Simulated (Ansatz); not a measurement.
**In: how well frozen cores do**

Aim: solve In at one geometry with all-electron LAPW, frozen-core PAW and all-electron PAW on datasets made for the crystal, and see where they agree.

Program: Ansatz 0.2.0. Level of theory: DFT PBE, scalar-relativistic. These are calculated values, not measurements.

## 1. The system as given

The structure is tetragonal, space group I4/mmm (No. 139). The conventional cell has a = 3.252 Å, b = 3.252 Å, c = 4.948 Å, α = 90.00°, β = 90.00°, γ = 90.00°. Around In (site symmetry 4/mmm) lie 12 In at 3.25 to 3.38 Å.

Coordinates:

```cif
data_structure
_symmetry_space_group_name_H-M 'I4/mmm'
_symmetry_Int_Tables_number 139
_cell_length_a 3.2523
_cell_length_b 3.2523
_cell_length_c 4.9479
_cell_angle_alpha 90.000
_cell_angle_beta 90.000
_cell_angle_gamma 90.000
_cell_volume 52.34
loop_
_atom_site_label
_atom_site_type_symbol
_atom_site_symmetry_multiplicity
_atom_site_Wyckoff_symbol
_atom_site_fract_x
_atom_site_fract_y
_atom_site_fract_z
_atom_site_occupancy
In1 In 2 a 0.00000 0.00000 0.00000 1
```

The file gives the conventional cell by its symmetry; the runs use the cell typed in the input.

The structure is an experimental refinement, used without relaxation.

## 2. All-electron LAPW

File input.yaml:

```yaml
crystal:
  lattice:
    - [-1.62615, 1.62615, 2.47395]
    - [1.62615, -1.62615, 2.47395]
    - [1.62615, 1.62615, -2.47395]
  atoms:
    - { symbol: In, position: [0.0, 0.0, 0.0] }
kpoints:
  mp_grid: { grid: [14, 14, 14] }
  band_path:
    path:
      - [0.0, 0.0, 0.0]
      - [0.0, 0.0, 0.5]
      - [0.25, 0.25, 0.25]
      - [0.0, 0.5, 0.0]
      - [0.0, 0.0, 0.0]
      - [0.5, 0.5, -0.5]
      - [0.3580138334, 0.6419861666, -0.3580138334]
      - [-0.3580138334, 0.3580138334, 0.3580138334]
      - [0.0, 0.0, 0.0]
    npoints: 8
scf:
  occupations: { method: fermi_dirac, width: 0.05 }
hamiltonian:
  xc: pbe
  pseudopotentials: { kind: all_electron, lapw: { basis_error: 0.0005 } }
output:
  forces: true
  stress: true
  eigenvalues: true
  fatbands: true
  populations: true
  dos: { projected: true, de: 0.2, e_range: [-14, 8] }
```

The log of the run, cut to the lines that bear on the results:

```text
In: projections on atomic orbitals take those of the free atom 1s2 2s2 2p6 3s2 3p6 3d10 4s2 4p6 4d10 5s2 5p1, of charge +0.00 (hamiltonian.pseudopotentials.projection_atoms)
LAPW: plane waves up to 7.121 Å⁻¹, error target 5.0e-4 eV per atom; small_component_spin mean_spin; In in spheres of 1.626 Å, 21 of its electrons in bands, Dirac shells []
[...]
Pseudopotentials: kind: all_electron
Pseudopotential: In, LAPW, valence charge 21, Koelling and Harmon's equation, gaussian nucleus
Functional definition: PBE
[...]
Crystal: 1 atoms, lattice volume = 26.168 Å³
Basis set: ecut = 193.2090992579645 eV, 169 PW (Γ), FFT grids on a1+a3, a2+a3, a3, exchange–correlation at level 2
Bands: 15, of which v1, the nominal top of the filled ones, is band 11 counted from 1 (10 counted from 0)
Symmetry: 16 space group operations
Space group: I4/mmm (ITA 139), of the structure as read, at distance tolerance 3.0e-5 Å
k-points: 244 of 2744
[...]
SCF iter   1: F=—  HF=-160045.996663 eV  |F-HF|=—  |Δ(HF+E_count)|=         —  Δρ=6.26e-3  dr2=7.32e-3  ethr=3.46e-5  ⟨swp⟩=3.6  Hψ=26464  notcnv=0
[...]
SCF iter   7: F=-160045.968754 eV  HF=-160045.968754 eV  |F-HF|=9.81e-9  |Δ(HF+E_count)|=   1.15e-7  Δρ=1.43e-5  dr2=7.05e-8  ethr=3.45e-9  ⟨swp⟩=2.0  Hψ=10408  notcnv=0
[...]
NSCF: frozen V_eff on 65 k-points
SCF converged after 7 iterations
Free energy (F): -160045.968754 eV
[...]
E sigma→0 (E₀):  -160045.967048 eV
Entropy (-TS):   -0.003411 eV (-3.411 meV/atom)
Fermi energy:    13.582820 eV
[...]
--- Forces (eV/Å), atoms counted from 1 ---
  atom   1  In    -0.00000000     0.00000000     0.00000000
[...]
--- Stress (GPa, compression-positive) ---
        1.835681      -0.000000      -0.000000
       -0.000000       1.835681       0.000000
       -0.000000       0.000000       2.106988
  P = ⅓ Tr σ = 1.9261 GPa (19.261 kbar)
--- Band table (eV; the first three rows and the last of 244) ---
  k-point 0: bands = ["-101.9208", "-60.4031", "-60.3943", "-60.3943", "-1.1704", "-1.0659", "-1.0659", "-0.9846", "-0.8809", "3.9956", "24.0778", "24.0778", "24.2495", "25.0999", "27.4765"]
[...]
--- Löwdin populations: 1 site ---
  site symbol       q [e]
     0     In     48.9854
  spilling = 0.000298 (of n_electrons = 49.000000)
```

Wall time 22 s (1 thread, shared host).

Result: pressure 1.93 GPa; no gap.

At the corners of the path (eV, zero at the Fermi level):

```csv
point,band 8,band 9,band 10,band 11,band 12,band 13,band 14
Γ,-14.57,-14.46,-9.59,10.49,10.49,10.67,11.52
X,-14.36,-14.27,-2.00,-1.69,3.48,3.91,6.97
P,-14.46,-14.27,-1.28,-0.10,-0.10,1.69,12.40
N,-14.38,-14.34,-4.35,-3.42,7.49,9.11,11.05
Γ,-14.57,-14.46,-9.59,10.49,10.49,10.67,11.52
M,-14.33,-14.33,-2.97,-2.71,4.68,4.68,8.13
S,-14.46,-14.38,-2.55,-1.25,-0.56,6.10,8.90
S0,-14.46,-14.38,-2.55,-1.25,-0.56,6.10,8.90
Γ,-14.57,-14.46,-9.59,10.49,10.49,10.67,11.52
```

States per cell, counted by energy window (eV from the Fermi level, on a grid of 0.20 eV):

```csv
from,to,total,In 5p,In 5s
-10,-9,0.03,0.01,0.02
-9,-8,0.15,0.07,0.08
-8,-7,0.21,0.11,0.10
-7,-6,0.26,0.14,0.12
-6,-5,0.31,0.15,0.15
-5,-4,0.40,0.17,0.23
-4,-3,0.36,0.14,0.22
-3,-2,0.37,0.18,0.18
-2,-1,0.36,0.26,0.09
-1,0,0.52,0.37,0.13
0,1,0.46,0.32,0.13
1,2,0.50,0.37,0.12
2,3,0.55,0.42,0.10
3,4,0.63,0.51,0.08
4,5,0.68,0.56,0.07
```

## 3. Frozen-core PAW

Changes to input.yaml since step 2:

```diff
@@ -25,3 +25,3 @@
   xc: pbe
-  pseudopotentials: { kind: all_electron, lapw: { basis_error: 0.0005 } }
+  pseudopotentials: { kind: paw }
 output:
@@ -30,4 +30,5 @@
   eigenvalues: true
-  fatbands: true
+  efg: { contact_densities: true }
   populations: true
+  bader: true
   dos: { projected: true, de: 0.2, e_range: [-14, 8] }
```

The log of the run, cut to the lines that bear on the results:

```text
In: output.efg is read without spin–orbit coupling, which moves field gradients at and beside such atoms by some per cent and up to a factor of two; PAW files take it under magnetization.noncollinear and magnetization.spin_orbit
[...]
Pseudopotentials: kind: paw
Pseudopotential: In, paw, valence charge 13, recommended cutoff 420 eV (normal)
[... 1 set-up line as earlier in the session ...]
[...]
Crystal: 1 atoms, lattice volume = 26.168 Å³
Basis set: ecut = 420 eV, 533 PW (Γ), exchange–correlation on 48×48×48 points (8 copies of the dense FFT grid, shifted against one another)
Bands: 11, of which v1, the nominal top of the filled ones, is band 7 counted from 1 (6 counted from 0)
[... 2 set-up lines as earlier in the session ...]
k-points: 244 of 2744
[...]
  atom   1  In    -0.00000000     0.00000000     0.00000000
[...]
--- Stress (GPa, compression-positive) ---
        1.834638      -0.000000      -0.000000
       -0.000000       1.834638       0.000000
       -0.000000       0.000000       2.105062
  P = ⅓ Tr σ = 1.9248 GPa (19.248 kbar)
--- PAW observables at the nuclei: V_zz in 10²¹ V/m², potentials from the cell's mean, atoms counted from 1 ---
  atom   1  In V_zz =    +2.188362   η = 0.0000   by run symmetry: allowed
            electrostatic potential = -7940.377954 V   contact ρ = 1133079.121132 e/Å³
--- Band table (eV; the first three rows and the last of 244) ---
  k-point 0: bands = ["-4.4525", "-4.3486", "-4.3486", "-4.2674", "-4.1629", "0.7124", "20.7950", "20.7950", "20.9663", "21.8206", "24.1914"]
[...]
--- Löwdin populations: 1 site ---
  site symbol       q [e]
     0     In     12.9810
  spilling = 0.001461 (of n_electrons = 13.000000)
--- Bader charges: 1 site ---
  site symbol  charge [e]  shift [e]
     0     In      0.0000     0.0000
  estimated error of the sums over rays = 4.2e-7 e
```

Run time: 11 s. Hardware: 1 thread, shared host.

This run gives: pressure 1.92 GPa; no gap; Vzz In 2.19 (η = 0.00) (10²¹ V/m²).

## 4. All-electron PAW on datasets made for the crystal

Changes to input.yaml since step 3:

```diff
@@ -25,3 +25,3 @@
   xc: pbe
-  pseudopotentials: { kind: paw }
+  pseudopotentials: { kind: all_electron, datasets: crystal }
 output:
@@ -31,4 +31 @@
   efg: { contact_densities: true }
-  populations: true
-  bader: true
-  dos: { projected: true, de: 0.2, e_range: [-14, 8] }
```

The log of the run, cut to the lines that bear on the results:

```text
[...]
In: output.efg is read without spin–orbit coupling, which moves field gradients at and beside such atoms by some per cent and up to a factor of two; PAW files take it under magnetization.noncollinear and magnetization.spin_orbit
[...]
[... 1 set-up line as earlier in the session ...]
Pseudopotential: In, paw, valence charge 13, recommended cutoff 260 eV (normal), Koelling and Harmon's equation, gaussian nucleus
[... 1 set-up line as earlier in the session ...]
[...]
Crystal: 1 atoms, lattice volume = 26.168 Å³
Basis set: ecut = 260 eV, 267 PW (Γ), exchange–correlation on 36×36×36 points (8 copies of the dense FFT grid, shifted against one another)
Bands: 11, of which v1, the nominal top of the filled ones, is band 7 counted from 1 (6 counted from 0)
[... 2 set-up lines as earlier in the session ...]
k-points: 244 of 2744
[...]
In the spheres:  the bands' charges fall short by 2.6e-6 e at most (sound up to 1e-3)
Fermi energy:    13.582767 eV
[...]
  The terms above E_closure are by the made datasets' own strengths, without shells solved beside the bands.
--- Forces (eV/Å), atoms counted from 1 ---
  atom   1  In    -0.00000000    -0.00000000    -0.00000000
[...]
--- Stress (GPa, compression-positive) ---
        1.834876      -0.000000      -0.000000
       -0.000000       1.834876       0.000000
       -0.000000       0.000000       2.106118
  P = ⅓ Tr σ = 1.9253 GPa (19.253 kbar)
--- PAW observables at the nuclei: V_zz in 10²¹ V/m², potentials from the cell's mean, atoms counted from 1 ---
  atom   1  In V_zz =    +2.200617   η = 0.0000   by run symmetry: allowed
            electrostatic potential = -7940.331170 V   contact ρ = 1133020.212883 e/Å³
--- Band table (eV; the first three rows and the last of 244) ---
  k-point 0: bands = ["-1.1706", "-1.0659", "-1.0659", "-0.9845", "-0.8810", "3.9955", "24.0777", "24.0777", "24.2496"]
[...]
```

It took 13 s on 1 thread, shared host.

This run gives: pressure 1.93 GPa; no gap; Vzz In 2.20 (η = 0.00) (10²¹ V/m²).

```csv
atom,contact density (e/Å³)
In,1133020
```

## 5. Comparison

| method | pressure (GPa) | Vzz In (10²¹ V/m²) | SCF cycles, all passes |
| --- | --- | --- | --- |
| LAPW | 1.93 | – | 7 |
| PAW | 1.92 | 2.19 | 7 |
| crystal datasets | 1.93 | 2.20 | 7 |

## 6. Results

| quantity | value |
| --- | --- |
| pressure | LAPW 1.93, PAW 1.92, crystal datasets 1.93 GPa |
| gap (LAPW) | none |

At this geometry the cell is under compression of 1.9 GPa, so it would expand if let go. With 21 electrons in the bands of a cell, and no spin, a band must be partly filled: it is a metal at this level. Within 0.3 eV of the Fermi level the largest projected share is In 5p (68 %). The projection holds only the free atom's occupied shells (In 5s, In 5p in this range). The field gradient at In, the largest by crystal datasets, is 2.19 by PAW and 2.20 by crystal datasets (10²¹ V/m²), within 5 %. No spin–orbit coupling: at heavy atoms the gradients can be off by tens of per cent for that reason. In pressure, PAW differs from LAPW by less than 0.01 GPa. LAPW took about 1.9 times as long as PAW (22 s against 11 s, on a shared host and with the outputs that each input asks for).
